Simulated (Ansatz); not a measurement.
**Equation of state of AlN**

Space group P6_3mc (No. 186). a = 3.111 Å, b = 3.111 Å, c = 4.978 Å, α = 90.00°, β = 90.00°, γ = 120.00°
| atom | site | symmetry | x | y | z |
| --- | --- | --- | --- | --- | --- |
| Al | 2b | 3m. | 0.3333 | 0.6667 | 0.0000 |
| N | 2b | 3m. | 0.3333 | 0.6667 | 0.3850 |

The runs use the primitive cell with vectors (3.111, 0.000, 0.000), (-1.556, 2.694, 0.000), (0.000, 0.000, 4.978) Å, to which the k mesh refers.

The cell is COD entry 9008860, as deposited and not checked against the literature; nothing was relaxed.

Levels of theory: DFT, PBE, all-electron LAPW, scalar-relativistic (Ansatz 0.2.0); DFT, PBE, PAW with Ansatz's default frozen-core files, scalar-relativistic (Ansatz 0.2.0).

For LAPW: a Γ-centred 11×11×6 k mesh, Fermi–Dirac smearing of 0.02 eV, basis error target 1 meV/atom, no spin polarisation. PAW takes a cutoff of 420 eV at this cell. The Ansatz runs share mesh, smearing and spin set-up. Plane-wave (PAW) pressures include the program's estimate of the Pulay term.

The cell above is scaled evenly, with fractional coordinates and shape held.

```
V/V(cell)  V (Å³/atom)  P, LAPW (GPa)  P, PAW (GPa)  gap on the k mesh, LAPW (eV)  free energy over the lowest listed, PAW (meV/atom)
   0.9400        9.805          18.49         18.60                          4.72                                                45.5
   0.9600       10.014          13.16         13.27                          4.52                                                24.9
   0.9800       10.222              ?             ?                             ?                                                   ?
   0.9900       10.327           6.09          6.19                          4.25                                                 6.0
   1.0000       10.431           3.95          4.05                          4.16                                                 2.7
   1.0100       10.535           1.91          2.01                          4.07                                                 0.7
   1.0200       10.640          -0.03          0.06                          3.99                                                 0.0
   1.0400       10.848          -3.64         -3.56                          3.82                                                 2.3
   1.0600       11.057          -6.92         -6.85                          3.66                                                 9.1
```

(1) Fill in the row V/V(cell) = 0.9800.

(2) What do Birch–Murnaghan fits to the pressures give?

Results:

(1) P, LAPW (GPa) = 8.33, P, PAW (GPa) = 8.44, gap on the k mesh, LAPW (eV) = 4.34, free energy over the lowest listed, PAW (meV/atom) = 10.7.

(2) LAPW: V0 = 10.64 Å³/atom, B0 = 193 GPa, B0′ = 3.9; PAW: V0 = 10.64 Å³/atom, B0 = 193 GPa, B0′ = 3.9.
